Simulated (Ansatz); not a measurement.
BN in the rocksalt structure, relaxed with r2SCAN in Ansatz 0.2.0. The symmetry is Fm-3m (No. 225, cubic); conventional cell a = 3.492 Å, 5.32 Å³ an atom. B has 6 N at 1.75 Å; N has 6 B at 1.75 Å.

The axes x, y and z are those of this cell:
```yaml
crystal:
  lattice:
    - [0.00000, 1.74583, 1.74583]
    - [1.74583, 0.00000, 1.74583]
    - [1.74583, 1.74583, 0.00000]
  atoms:
    - { symbol: B, position: [0.00000, 0.00000, 0.00000] }
    - { symbol: N, position: [0.50000, 0.50000, 0.50000] }
```

Unstrained: The PBE gap is indirect, 1.201 eV (Γ–K (0.45 of the way from Γ) to X), below the direct gap of 5.863 eV at L. The r2SCAN gap is indirect, 1.340 eV (Γ–K (0.44 of the way from Γ) to X), below the direct gap of 6.538 eV at L. HSE06 gives an indirect gap of 2.182 eV, from Γ–K (0.45 of the way from Γ) to X; the least direct gap is 7.253 eV at L. Meshes: PBE 12×12×12, r2SCAN 12×12×12, HSE06 8×8×8. Strains are changes of length per length, and xy shears are angles. After each strain the atoms were relaxed again with r2SCAN within the symmetry that the strain leaves, so tilts or polar shifts that break it weren't tested; points keep the names that they have in the unstrained zone. No spin polarisation. The prototype was imposed, so other structures may be more stable.

**Question.** Apply biaxial +2.18 % in x and y, z held. How far does the gap move, against the unstrained cell?

**Answer.** PBE: the gap goes from 1.201 to 0.564 eV (-0.637 eV); the edges go from Γ–K (0.45) → X to Γ–K (0.43) → X. HSE06: the gap goes from 2.182 to 1.476 eV (-0.706 eV); the edges go from Γ–K (0.45) → X to Γ–K (0.43) → X.

**Question.** Apply xy shear, engineering strain (angle) +2.12 %. How far does the gap move, against the unstrained cell?

**Answer.** PBE: the gap goes from 1.201 to 0.994 eV (-0.207 eV); the edges go from Γ–K (0.45) → X to Γ–K (0.44) → X. HSE06: the gap goes from 2.182 to 1.977 eV (-0.205 eV); the edges go from Γ–K (0.45) → X to Γ–K (0.44) → X.

**Question.** For epitaxial -4.88 % in the xy plane, how far does the free direction move, and what happens to the gap?

**Answer.** The normal strain at zero normal stress is +8.33 %, 1.71 of the in-plane strain with the sign turned. PBE: gap 1.20 before, 0 after (eV); it has closed. HSE06: the gap goes from 2.182 to 0.902 eV (-1.280 eV); the edges go from Γ–K (0.45) → X to Γ → X.

Where an edge lies off the special points, it is a point of the mesh or the k point where a search put PBE's edge or least direct gap, reused for the other functionals, whose own edges may lie a little apart.

The meshes of the hybrids are coarse, so their gaps aren't converged to the digits shown.
